**Q:** I have one silicon atom too many in a silicon crystal. It sits in an open pocket of the lattice, the tetrahedral site, and hops into the next pocket. What does the energy do on the way?

**A:** The table follows the hop in seven steps, from the first pocket to the second. The energy is counted from the start, and the path length adds up the motion of all atoms, not only of the one that hops.

Climbing-image nudged elastic band for an extra Si atom hopping in a neutral 17-atom silicon cell, computed with Ansatz 0.2.0 using PBEsol, PAW and plane waves to 420 eV, without spin polarisation. The k mesh is 2×2×2 and the Gaussian smearing 0.05 eV. Both ends are relaxed; the band force is the largest component, with a limit of 0.03 eV/Å.

| row | energy over the start (eV) | path length (Å) | band force (eV/Å) |
| --- | --- | --- | --- |
| 1 | 0.000 | 0.000 | n/a |
| 2 | 0.115 | 0.576 | 0.004 |
| 3 | 0.262 | 1.152 | 0.014 |
| 4 | 0.300 | 1.722 | 0.007 |
| 5 | 0.262 | 2.291 | 0.028 |
| 6 | 0.117 | 2.870 | 0.007 |
| 7 | 0.000 | 3.449 | n/a |

The energy climbs to 0.300 eV in row 4, halfway along, and falls back to zero. The two pockets are the same kind of site, so the crystal has no reason to prefer one of them. That symmetry also makes the way down nearly a mirror image of the way up. A separate test of row 4 found that the energy falls along one direction only, which is what makes it a true pass between two valleys.

**Q:** Why is there a hill at all? The pockets look wide open.

**A:** The pockets are open, but the door between them is narrower. A straight line from one to the next runs through a ring of six silicon atoms. If those atoms held still, the moving atom would pass them at about 2.30 Å, some 0.09 Å closer than its nearest neighbours in either pocket. Such a squeeze can cost energy, although the distance is only slightly below an ordinary silicon bond length, and the ring atoms can lower any cost by moving aside.

The squeeze is a possible reason for a hill, argued from the geometry and not tested by this run, and it does not give the height. In the ring the atom also has six close neighbours instead of four, and silicon gains energy from bonding to neighbours. Repulsion and bonding therefore pull in opposite directions. A modest error in either can change the barrier a good deal.

**Q:** So row 4 is the atom in the middle of the ring?

**A:** Probably. The small forces left over in this run come in nearly opposite pairs across the ring. That is the pattern expected with the atom at its centre, where the crystal looks the same in opposite directions. The positions at the top were not printed, so this is a strong hint and not a proof.

The path length does not settle the matter. The atom ends up only about 2.3 Å from where it began, while the whole path is nearly half as long again. The extra length may come from a detour of the moving atom or from neighbours that step aside and return. It cannot come from a shift of all atoms together, because the path length leaves such a common motion out.

**Q:** Could I have sketched the curve knowing only its height and length?

**A:** Roughly. The curve must be level at both ends, because they are minima, and level again at the top. The simplest smooth curve with these properties is a cosine,

$$E(s)=\frac{E_\mathrm{b}}{2}\left[1-\cos\frac{2\pi s}{L}\right],$$

where $s$ is the path length travelled, $L$ the full path length and $E_\mathrm{b}$ the height of the top.

Take row 3, which lies one third of the way along. The angle is then 120°, its cosine is $-1/2$, and the formula gives three quarters of the height, $0.75\times0.300=0.225$ eV. The calculation gives 0.262 eV. Row 3 played no part in setting the formula, so this is a fair test, and the sketch comes out about 14% below the computed value.

**Q:** Where does the sketch go wrong?

**A:** It is too low on both flanks, because the computed hill rises faster at its foot and has a broader top. One sixth of the way along, in row 2, the atom has already paid 38% of the full height, where the cosine allows a quarter. By row 3 it has paid 87%, and the last stretch to the top is gentle. A possible reason is that the neighbours keep adjusting as the atom goes through, which would spread the crossing over a longer stretch.

A second, faster cosine, fitted to the four rows on the flanks, brings all of them within 0.003 eV. Mirror symmetry makes those rows only two independent heights, so the good match is a description of the shape, not an explanation. The curvature at the top is a harder test. The separate saddle test gives −0.21 eV/Å²; the plain cosine bends more than twice as sharply, and the corrected curve is somewhat too flat, at −0.16. The printed output after this text shows both curves row by row.

**Q:** The band force is tiny in every row that has one. How can the energy change so much if there is hardly any force?

**A:** The two numbers concern different directions. On a slope, the atoms do feel a force along the path, and between rows 2 and 3 the energy rises by about 0.26 eV for each ångström. In this method that part is set aside for the rows on the slopes, since it would only make them slide back into the valleys. The band force tells how far the path still is from settling, chiefly sideways. Its largest component is about nine times smaller than that slope, so a small band force means a well-settled path, not a flat one.

**Q:** Which digits may I use? I want to put the barrier into a diffusion model.

**A:** Within this calculation, the third decimal carries no physics. Rows 2 and 6 should match by symmetry and differ by 0.002 eV, which would change a hopping rate at room temperature by only 8%. The larger doubts come from the setup. An error of 0.1 eV in the barrier would change the same rate nearly fiftyfold, even if everything else in the rate law stayed fixed.

An error of that size is plausible here. The cell is so small that each extra atom has copies of itself 7.7 Å away, and the electronic states are sampled on a coarse mesh. The one gap between filled and empty states printed for this run is comparable to the smearing used to fill them, so the energies are delicate. A larger cell with a denser mesh is the first thing to try, followed by a run that lets the electron spins align. Functionals of this kind also tend to make barriers too low, and the zero-point motion of the atoms is left out. The barrier also belongs to the path that this search settled on from its starting guess, so a lower pass elsewhere is not ruled out.

For a diffusion model there is a further obstacle. Calculations of this kind in larger cells are known to find other arrangements of the extra atom, such as two atoms sharing one lattice site, that lie lower than the tetrahedral pocket. An extra atom without charge would then spend most of its time in those, whereas one that has lost two electrons, as can happen in p-type silicon, favours the tetrahedral pocket. Such calculations also put an atom at the centre of the ring close to the pocket in energy, or even below it, so the hill itself may owe much to the small cell and the coarse mesh. The 0.3 eV here is the price of one particular hop in a small cell, and it should not stand in for the migration barrier of silicon.

**Q:** What would change in gallium arsenide, which has the same lattice with two elements?

**A:** The pockets would no longer be alike. One is surrounded by gallium and the next by arsenic, so the two ends of the hop would generally differ in energy. Picture the same hill drawn on a tilted board: the uphill hop gets a higher barrier, the return hop a lower one, and the top moves towards the higher end. The level ends and the centred top in silicon come from the equality of its sites, whereas the height depends on how the energy in the doorway compares with that in the pocket.

The analysis program printed:

```
fit of extra on 4 rows (flank): coefficient of h2 0.02546 +/- 0.00079; rms 0.00205, worst 6 -0.0025, leave-one-out rms 0.00273
  rows outside the fit (model, value, miss): 1 0, 0, 0; 4 1.056e-06, 1.556e-06, -5e-07; 7 0, 0, 0
Barrier shape in eV:
  row  computed  plain cosine  with second harmonic
    1         0             0                     0
    2     0.115       0.07528                0.1136
    3     0.262        0.2256                0.2635
    4       0.3           0.3                   0.3
    5     0.262         0.227                0.2645
    6     0.117       0.07599                0.1145
    7         0             0                     0
Height of the top over the start (eV): 0.3
Mismatch of mirror rows 2 and 6 (eV): 0.002
Share of the height reached in row 2 (percent): 38.33
Share of the height reached in row 3 (percent): 87.33
Mean slope from row 2 to row 3 (eV/angstrom): 0.2552
That slope over the largest band force (ratio): 9.115
Band length over straight displacement of the atom (ratio): 1.478
Band length beyond the straight displacement (angstrom): 1.116
Halfway distance to ring atoms, straight line and neighbours held (angstrom): 2.297
Shortening against the nearest contact at the ends (angstrom): 0.09292
Top curvature of the plain cosine (eV/angstrom^2): -0.4978
Top curvature with second harmonic (eV/angstrom^2): -0.1599
Top curvature from rows 3 to 5 (eV/angstrom^2): -0.2343
Rate factor at 300 K for a barrier change of 0.1 eV: 47.85
Rate factor at 300 K for the mismatch of rows 2 and 6: 1.08
```
